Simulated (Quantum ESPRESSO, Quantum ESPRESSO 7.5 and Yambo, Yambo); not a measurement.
# LiBr (Fm-3m): a self-consistent loop beyond G0W0, cycle by cycle

How far does self-consistency move the gap of LiBr (Fm-3m)?

Calculated with Quantum ESPRESSO 7.5 and Yambo 5.3.0; PBE and many-body steps on it, plane waves.

## (1) The structure

The structure is cubic, space group Fm-3m (No. 225). Conventional cell: a = 5.501 Å, b = 5.501 Å, c = 5.501 Å, α = 90.00°, β = 90.00°, γ = 90.00°. Li has 6 Br at 2.75 Å nearest. Nearest to Br lie 6 Li at 2.75 Å. Farther neighbours and most contacts between anions are not listed.

The cell and positions come from the Crystallography Open Database and are kept as given unless a step says otherwise.

## (2) Empty states on the mesh, 4×4×4 mesh, 142 bands

This step: Quantum ESPRESSO 7.5; DFT, PBE, plane waves, norm-conserving pseudopotentials.

The sums over transitions need many empty states on a uniform mesh; this step solves for them.

The input, pw.in:

```
&control
  calculation = 'nscf'
  prefix = 'x'
  outdir = 'o'
  pseudo_dir = 'pseudo'
/
&system
  ibrav = 0
  nat = 2
  ntyp = 2
  ecutwfc = 76.0
  nbnd = 142
  force_symmorphic = .true.
/
&electrons
  conv_thr = 1e-9
  electron_maxstep = 80
  diago_full_acc = .true.
  diago_thr_init = 5e-6
/
ATOMIC_SPECIES
  Li 6.94 Li.upf
  Br 79.904 Br.upf
CELL_PARAMETERS angstrom
  0.0000000000 2.7506500000 2.7506500000
  2.7506500000 0.0000000000 2.7506500000
  2.7506500000 2.7506500000 0.0000000000
ATOMIC_POSITIONS crystal
  Li 0.0000000000 0.0000000000 0.0000000000
  Br 0.5000000000 0.5000000000 0.5000000000
K_POINTS automatic
  4 4 4 0 0 0
```

Started as:

```sh
$ OMP_NUM_THREADS=1 mpirun -n 4 pw.x -nk 4 -in pw.in > pw.out
```

Output:

```text
Program PWSCF v.7.5 starts

     This program is part of the open-source Quantum ESPRESSO suite
     for quantum simulation of materials; please cite
         "P. Giannozzi et al., J. Phys.:Condens. Matter 21 395502 (2009);
         "P. Giannozzi et al., J. Phys.:Condens. Matter 29 465901 (2017);
         "P. Giannozzi et al., J. Chem. Phys. 152 154105 (2020);
     in publications or presentations arising from this work. More details at

     Atomic positions and unit cell read from directory:
     o/x.save/

     Message from routine setup:
[...]
72.0947  72.0947  72.3074  78.3033  78.9197  81.1973  81.1973  81.7034
     [... 6 further rows ...]
   116.5904 116.5904 118.1999 118.2032 118.2032 118.2900 119.9516 119.9516
   121.0482 121.1961 121.3026 121.3026 121.5643 121.5643

          k = 0.3536 0.0000 0.0000 (  3122 PWs)   bands (ev):

     [... further k-points ...]

     highest occupied, lowest unoccupied level (ev):     3.6882    8.6263

     XML data file, pseudopotentials, collected wavefunctions

=------------------------------------------------------------------------------=
   JOB DONE.
=------------------------------------------------------------------------------=
```

The job ended after 9 s (4 MPI ranks of Arm Neoverse V1, shared host; peak memory 0.35 GiB).

Numbers from this step:

```yaml
gap: 4.938 eV
k_of_the_valence_top: 0, 0, 0
k_of_the_conduction_bottom: 0, 0, 0
least_direct_gap: 4.938 eV
k_points_computed: 8
lowest_point_of_the_top_converged_band_above_the_valence_top: 114.0489 eV
```

On this mesh the gap is 4.938 eV.

The density comes from a self-consistent run that is not shown.

## (3) Conversion and set-up

This step: Yambo 5.3.0; conversion and set-up on PBE, plane waves, norm-conserving pseudopotentials.

The states are converted to the many-body program's format and the q mesh is built.

Started as:

```sh
$ (cd o/x.save; p2y > p2y.log; mv SAVE ../..); yambo > setup.log
```

Output:

```text
 Yambo, version 5.3.0

 [02] CORE Variables Setup
 =========================

  [02.01] Unit cells
  ==================

  Cell kind             :  FCC
  Atoms in the cell     :  Li  Br
  number of Li atoms    :  1
  number of Br atoms    :  1

  List of atomic masses
  Mass of Li    :  6.940000
  Mass of Br    :  79.90400

  List of atomic coordinates    : [cc]
  Li1       :  0.000000  0.000000  0.000000  order 1
  Br1       :  5.197975  5.197975  5.197975  order 2

  Alat factors          :  5.197975  5.197975  5.197975 [a.u.]
  Direct lattice volume :  280.8876 [a.u.]
[...]
==========================================

 IBZ Q-points                                      :   8
 BZ  Q-points                                      :   64

 K/Q-points units:
 rlu = crystal or reduced units; cc = cartesian coordinates; iku = interal k-units

 Q [1]          [rlu]:  0.000000  0.000000  0.000000
 Q [2]          [rlu]: -0.97745E-17 -0.97745E-17  0.25000
 Q [3]          [rlu]:  0.19549E-16  0.19549E-16 -0.50000
[...]
Q [7]          [rlu]: -0.25816E-17 -0.50000     -0.50000
 Q [8]          [rlu]:  0.250000 -0.500000 -0.250000

  [03.01] X indexes
  =================

   [03.01.01] Sigma indexes
   ========================

 [06] Game Over & Game summary
```

Wall time 2.3 s (1 MPI rank); peak memory 0.24 GiB.

## (4) G0W0

Now the one-shot GW correction: screening in the RPA, then the self-energy of the levels asked for.

This step: G0W0 on PBE, plane waves, norm-conserving pseudopotentials.

The input, gw1.in:

```
HF_and_locXC
gw0
dyson
ppa
em1d
rim_cut
RandQpts= 1000000
RandGvec= 1 RL
EXXRLvcs= 76 Ry
VXCRLvcs= 304 Ry
Chimod= "HARTREE"
% BndsRnXp
 1 | 142 |
%
NGsBlkXp= 15.5 Ry
% LongDrXp
 1 | 1 | 1 |
%
% GbndRnge
 1 | 142 |
%
DysSolver= "n"
ExtendOut
PPAPntXp= 27.21138 eV
% QPkrange
 1 | 1 | 9 | 12 |
%
```

Started as:

```sh
$ OMP_NUM_THREADS=1 mpirun -n 4 yambo -F gw1.in -J gw1 -C gw1 > gw1.log
```

Output:

```text
 Yambo, version 5.3.0

 [02] CORE Variables Setup
 =========================

  [... cell, symmetries and grids as in the set-up ...]

  [02.05] Energies & Occupations
  ==============================

  [X] === General ===
  [X] Electronic Temperature                        :  0.000000  0.000000 [eV K]
  [X] Bosonic    Temperature                        :  0.000000  0.000000 [eV K]
  [X] Finite Temperature mode                       : no
  [X] El. density                                   :  0.48050E+24 [cm-3]
  [X] Fermi Level                                   :  3.688161 [eV]

  [X] === Gaps and Widths ===
  [X] Conduction Band Min                           :  4.938102 [eV]
  [X] Valence Band Max                              :  0.000000 [eV]
  [X] Filled Bands                                  :  10
  [X] Empty Bands                                   :   11  142
  [X] Direct Gap                                    :  4.938102 [eV]
  [X] Direct Gap localized at k                     :  1
  [X] Indirect Gap                                  :  4.938102 [eV]
  [X] Indirect Gap between kpts                     :  1  1
  [X] Last valence band width                       :  1.136711 [eV]
  [X] 1st conduction band width                     :  3.078079 [eV]

 [03] Transferred momenta grid and indexing
 ==========================================

 IBZ Q-points                                      :   8
 BZ  Q-points                                      :   64

 K/Q-points units:
 rlu = crystal or reduced units; cc = cartesian coordinates; iku = interal k-units

 Q [1]          [rlu]:  0.000000  0.000000  0.000000
 Q [2]          [rlu]: -0.97745E-17 -0.97745E-17  0.25000
 Q [3]          [rlu]:  0.19549E-16  0.19549E-16 -0.50000
 Q [4]          [rlu]:  0.12908E-17  0.25000      0.25000
 Q [5]          [rlu]:  0.21767E-16  0.25000      0.50000
 Q [6]          [rlu]:  0.19549E-16  0.25000     -0.25000
 Q [7]          [rlu]: -0.25816E-17 -0.50000     -0.50000
 Q [8]          [rlu]:  0.250000 -0.500000 -0.250000

 [04] Coloumb potential Random Integration (RIM)
 ===============================================

  [04.01] RIM initialization
  ==========================

  * Diagonal components only detected *

  8 x (sBL volume)        :  0.110387 [a.u.]
  sBZ random points       :  1000000
  Points outside the sBZ  :   7968281
  RL volume               :  0.883094 [a.u.]
  Integrated volume       :  0.886609 [a.u.]

  [04.02] RIM integrals
  =====================

  Gamma point sphere radius             :  0.087014 [a.u.]
  Points outside the sphere             :   800476
  [Int_sBZ(q=0) 1/q^2]*(Vol_sBZ)^(-1/3) =:  7.776341
                                 should be <:  7.795600

  Summary of Coulomb integrals for non-metallic bands |Q|[au] RIM/Bare

  Q [1] 0.100000E-4 0.997530 * Q [2] 0.261708 1.068455
  Q [4] 0.302194 1.066792 * Q [6] 0.427367 1.029758
  Q [5] 0.501132 1.022667 * Q [3] 0.523415 1.020719
  Q [7] 0.604388 1.017590 * Q [8] 0.675726 1.014588

 [05] Dipoles
 ============

  [05.01] Setup: observables and procedures
  =========================================

 [06] Dynamic Dielectric Matrix (PPA)
 ====================================

 [WR./gw1//ndb.pp]---------------------------------------------------------------
  Brillouin Zone Q/K grids (IBZ/BZ)                :    8   64    8   64
  RL vectors                                       :   3839 [WF]
  Coulomb cutoff potential                         : none
  Electronic Temperature                           :  0.000000 [K]
  Bosonic    Temperature                           :  0.000000 [K]
  PPA    diel. fun.  energies                      : Perdew, Burke & Ernzerhof(X)+Perdew, Burke & Ernzerhof(C)
  wavefunctions                                    : Perdew, Burke & Ernzerhof(X)+Perdew, Burke & Ernzerhof(C)
  Global Gauge                                     : length
  X matrix size                                    :   331
  X band range                                     :    1  142
  X e/h energy range                               : -1.000000 -1.000000 [eV]
  X Time ordering                                  : R
  X Hxc Kernel                                     : HARTREE
  X Drude frequency                                :  0.000000  0.000000
  X poles                                          :  100.0000 [o/o]
  RL vectors in the sum                            :   3839
  [r,Vnl] included                                 : yes
  Field direction                                  :  0.577350E-5  0.577350E-5  0.577350E-5
  BZ energy Double Grid                            : no
  BZ energy DbGd points                            : 0
  BZ Q point size factor                           : -1.000000
  X Optical Averaged directions                    : none

 [07] Local Exchange-Correlation + Non-Local Fock
 ================================================

 [VXC] Plane waves :  25125
 [EXS] Plane waves :   3215

 QP @ state[ 1 ] K range:  1  1
 QP @ state[ 1 ] b range:   9  12

 [xc] Functional : Perdew, Burke & Ernzerhof(X)+Perdew, Burke & Ernzerhof(C)
 [xc] LIBXC used to calculate xc functional
  PP Number of Atomic Species                      :  2
  NLCC RL compoments                               :  25125
  PP Number of Atomic Species                      :  2
  NLCC RL compoments                               :  25125

 [xc] E_xc :  -14.20358 [Ha]
      E_xc :  -28.40717 [Ry]

  Local XC kind (lXC) : Perdew, Burke & Ernzerhof(X)+Perdew, Burke & Ernzerhof(C)
  Non-Local XC kind (nlXC) : Hartree-Fock

  Corrections @ K [1] :  [eV]
 <9|nlXC|9> = -20.02583 -0.11956E-16 <9|lXC|9> = -14.96863  0.18292E-15
 <10|nlXC|10> = -20.02597 -0.21648E-16 <10|lXC|10> = -14.96863  0.81109E-22
 <11|nlXC|11> = -5.957624  0.98970E-18 <11|lXC|11> = -9.798776  0.18875E-15
 <12|nlXC|12> = -3.739340  0.81259E-18 <12|lXC|12> = -8.709828 -0.47204E-16

 [08] Dyson equation: Newton solver
 ==================================

  [08.01] G0W0 (W PPA)
  ====================

  [  GW  ] Bands range     :    1  142
  [GW/PPA] G damping       :  0.100000 [eV]

  QP @ state[ 1 ] K range:  1  1
  QP @ state[ 1 ] b range:   9  12

   Sc/G bands                                       :    1  142
   Sc/G damping                                     :  0.100000 ev
   Sc bands terminator                              : no
   Sx RL components                                 :   3215

   QP @ state[ 1 ] K range                          :  1  1
   QP @ state[ 1 ] b range                          :   9  12
   GF energies kind                                 : Perdew, Burke & Ernzerhof(X)+Perdew, Burke & Ernzerhof(C)
   GF WF`s kind                                     : Perdew, Burke & Ernzerhof(X)+Perdew, Burke & Ernzerhof(C)
   Xs energies kind                                 : Perdew, Burke & Ernzerhof(X)+Perdew, Burke & Ernzerhof(C)
   Xs WF`s kind                                     : Perdew, Burke & Ernzerhof(X)+Perdew, Burke & Ernzerhof(C)

 [11] Game Over & Game summary
```

It took 1.7 min on 4 MPI ranks; peak memory 1.4 GiB; 6.6 min of CPU time.

Numbers from this step:

| Item | Value |
| --- | --- |
| G0W0 gap on the points computed | 7.879 eV |
| starting gap on the mesh | 4.938 eV |
| k of the valence top | 0, 0, 0 |
| k of the conduction bottom | 0, 0, 0 |
| least direct G0W0 gap on the computed points | 7.879 eV |
| Z at the valence top | 0.8190 |
| Z at the conduction bottom | 0.8480 |

The gap on the mesh goes from 4.94 eV to 7.88 eV, a correction of +2.94 eV.

## (5) evGW0, cycle 1

This step: evGW0 on PBE, plane waves, norm-conserving pseudopotentials.

gw3.in, as its differences from gw1.in of step 4:

```diff
@@ -25,3 +25,4 @@
 % QPkrange
- 1 | 1 | 9 | 12 |
+ 1 | 8 | 8 | 14 |
 %
+GfnQPdb= "E < ./gw2/ndb.QP"
```

Started as:

```sh
$ OMP_NUM_THREADS=1 mpirun -n 4 yambo -F gw3.in -J gw3,gw1_W -C gw3 > gw3.log
```

Output:

```text
 Yambo, version 5.3.0

 [02] CORE Variables Setup
 =========================

  [... cell, symmetries and grids as in the set-up ...]

  [02.05] Energies & Occupations
  ==============================

  [X] === General ===
  [X] Electronic Temperature                        :  0.000000  0.000000 [eV K]
  [X] Bosonic    Temperature                        :  0.000000  0.000000 [eV K]
  [X] Finite Temperature mode                       : no
  [X] El. density                                   :  0.48050E+24 [cm-3]
  [X] Fermi Level                                   :  3.688161 [eV]

  [X] === Gaps and Widths ===
  [X] Conduction Band Min                           :  4.938102 [eV]
  [X] Valence Band Max                              :  0.000000 [eV]
  [X] Filled Bands                                  :  10
  [X] Empty Bands                                   :   11  142
  [X] Direct Gap                                    :  4.938102 [eV]
  [X] Direct Gap localized at k                     :  1
  [X] Indirect Gap                                  :  4.938102 [eV]
  [X] Indirect Gap between kpts                     :  1  1
  [X] Last valence band width                       :  1.136711 [eV]
  [X] 1st conduction band width                     :  3.078079 [eV]

 [03] Transferred momenta grid and indexing
 ==========================================

 IBZ Q-points                                      :   8
 BZ  Q-points                                      :   64

 K/Q-points units:
 rlu = crystal or reduced units; cc = cartesian coordinates; iku = interal k-units

 Q [1]          [rlu]:  0.000000  0.000000  0.000000
 Q [2]          [rlu]: -0.97745E-17 -0.97745E-17  0.25000
 Q [3]          [rlu]:  0.19549E-16  0.19549E-16 -0.50000
[...]
[G+QP] Indirect Gap                               :  7.878832 [eV]
  [G+QP] Indirect Gap between kpts                  :  1  1
  [G+QP] Last valence band width                    :  1.129527 [eV]
  [G+QP] 1st conduction band width                  :  3.425038 [eV]

  [coarse-grid] Minimum Bare Gap        [ev]:  4.938102
  [coarse-grid] Minimum Gap Correction  [ev]:  2.940730

  Eqp @ K [1]
   -58.3113     -58.3113     -58.3085     -58.3085     -58.3085     -43.9365     -13.3063    -0.864054E-4
  -0.372554E-4   0.00000      7.87883      14.0685      14.0683      14.0682      15.5451      15.5451
   15.54506  16.54155  16.54155  17.26651  25.67300  32.92301  32.92301  32.92301
  Eqp @ K [2]
[...]
Eqp @ K [3]
[...]
Eqp @ K [4]
[...]
Eqp @ K [5]
[...]
[... 2 further k-points ...]
  Eqp @ K [8]
[...]
-2.10305  -1.10347  11.30387  11.99254  12.54606  12.54584  17.31007  17.31007
   20.75799  21.01440  24.47604  24.47604  25.04339  26.87755  27.77788  28.35087

 [07] Dipoles
 ============

  [07.01] Setup: observables and procedures
  =========================================

 [08] Dynamic Dielectric Matrix (PPA)
 ====================================

   Sc/G bands                                       :    1  142
   Sc/G damping                                     :  0.100000 ev
   Sc bands terminator                              : no
   Sx RL components                                 :   3215

   QP @ state[ 1 ] K range                          :   1   8
   QP @ state[ 1 ] b range                          :   8  14
   GF energies kind                                 : Perdew, Burke & Ernzerhof(X)+Perdew, Burke & Ernzerhof(C)+ E < ./gw2/ndb.QP + @E Fit
   GF WF`s kind                                     : Perdew, Burke & Ernzerhof(X)+Perdew, Burke & Ernzerhof(C)
   Xs energies kind                                 : Perdew, Burke & Ernzerhof(X)+Perdew, Burke & Ernzerhof(C)
   Xs WF`s kind                                     : Perdew, Burke & Ernzerhof(X)+Perdew, Burke & Ernzerhof(C)

 [13] Game Over & Game summary
```

The job ended after 8.3 min (4 MPI ranks; peak memory 1.5 GiB).

This step gave:

```yaml
quasiparticle_gap_on_the_mesh: 8.165 eV
gap_of_the_density_functional_on_the_mesh: 4.938 eV
k_of_the_valence_top: 0, 0, 0
k_of_the_conduction_bottom: 0, 0, 0
least_direct_quasiparticle_gap_on_the_computed_points: 8.165 eV
z_at_the_valence_top: 0.8230
z_at_the_conduction_bottom: 0.8738
```

Against G0W0 in Yambo (4×4×4 mesh, 142 bands, screening to 210.9 eV, Godby-Needs plasmon pole), the gap moves by +0.286 eV.

The program's own table gives 8.536 eV, which is too large where the input levels are shifted: this version takes Σc at the unshifted level E₀, yet steps from the shifted one. The value above is the Newton step from E₀, E₀ + Z(Σc + Σx − Vxc), rebuilt from the printed columns.

## (6) evGW0, cycle 2

The corrected levels of the last cycle go back in.

gw4.in, as its differences from gw3.in of step 5:

```diff
@@ -27,2 +27,2 @@
 %
-GfnQPdb= "E < ./gw2/ndb.QP"
+GfnQPdb= "E < ./gw3_fix/ndb.QP"
```

Started as:

```sh
$ OMP_NUM_THREADS=1 mpirun -n 4 yambo -F gw4.in -J gw4,gw1_W -C gw4 > gw4.log
```

Output:

```text
 Yambo, version 5.3.0

 [02] CORE Variables Setup
 =========================

  [... cell, symmetries and grids as in the set-up ...]

  [02.05] Energies & Occupations
  ==============================

  [X] === General ===
  [X] Electronic Temperature                        :  0.000000  0.000000 [eV K]
  [X] Bosonic    Temperature                        :  0.000000  0.000000 [eV K]
  [X] Finite Temperature mode                       : no
  [X] El. density                                   :  0.48050E+24 [cm-3]
[...]
Sx RL components                                 :   3215

   QP @ state[ 1 ] K range                          :   1   8
   QP @ state[ 1 ] b range                          :   8  14
   GF energies kind                                 : Perdew, Burke & Ernzerhof(X)+Perdew, Burke & Ernzerhof(C)+ E < ./gw2/ndb.QP + @E Fit+ E < ./gw3_fix/
   GF WF`s kind                                     : Perdew, Burke & Ernzerhof(X)+Perdew, Burke & Ernzerhof(C)
   Xs energies kind                                 : Perdew, Burke & Ernzerhof(X)+Perdew, Burke & Ernzerhof(C)
   Xs WF`s kind                                     : Perdew, Burke & Ernzerhof(X)+Perdew, Burke & Ernzerhof(C)

 [13] Game Over & Game summary
```

Wall time 8.3 min (4 MPI ranks); peak memory 1.5 GiB.

Numbers from this step:

```
quasiparticle gap on the mesh                         : 8.191 eV
gap of the density functional on the mesh             : 4.938 eV
k of the valence top                                  : 0, 0, 0
k of the conduction bottom                            : 0, 0, 0
least direct quasiparticle gap on the computed points : 8.191 eV
```

Against the cycle before, the gap moves by +0.026 eV.

The program's own table gives 8.591 eV, which is too large where the input levels are shifted: this version takes Σc at the unshifted level E₀, yet steps from the shifted one. The value above is the Newton step from E₀, E₀ + Z(Σc + Σx − Vxc), rebuilt from the printed columns.

(Part 1 of 2 ends here.)

[Paths, hosts, dates, memory and timing lines, banners, echoed tables and standing remarks are left out of the program output.]

[Logs are printed without paths, hosts, clocks, repeated set-up lines and the standing remarks that a program may print on its own settings, such as how far it seeks lower states.]

[Runs of the session that timed out or met a known fault of the program may be left out.]

[Hosts, paths, dates, database ids (printed as entryN), source tags and the programs' standing remarks are cut or masked in the printed files.]
